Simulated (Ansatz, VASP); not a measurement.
## LiF in VASP and in Ansatz

```
Li F
1.0
     0.00000    2.18181    2.18181
     2.18181    0.00000    2.18181
     2.18181    2.18181    0.00000
Li F
1 1
Direct
  0.75000 0.75000 0.75000
  0.50000 0.50000 0.50000
```

Alike in both runs: functional PBE; k mesh 10 × 10 × 10; occupations gaussian, width 0.02 eV; no spin polarisation.

Ansatz relaxed the structure, and its values are those at the end. VASP's run is a single point on that final structure, the one shown.

```csv
,VASP,Ansatz
version,VASP 6.6.1,Ansatz 0.2.0
potentials or method,"VASP PAW PBE potentials, release 64 (Li_sv, F)","scalar-relativistic, plane waves, PAW"
plane-wave cutoff (eV),520,420
valence electrons in the cell,10,10
```

```csv
,VASP,Ansatz,Ansatz less VASP
gap on the k mesh at the Fermi level (eV),7.64,7.65,+0.011
least direct gap on the mesh (eV),7.64,7.65,+0.011
```

 A hybrid or GW would open this gap; PBE tends to underestimate it. A k mesh can miss the band edges.
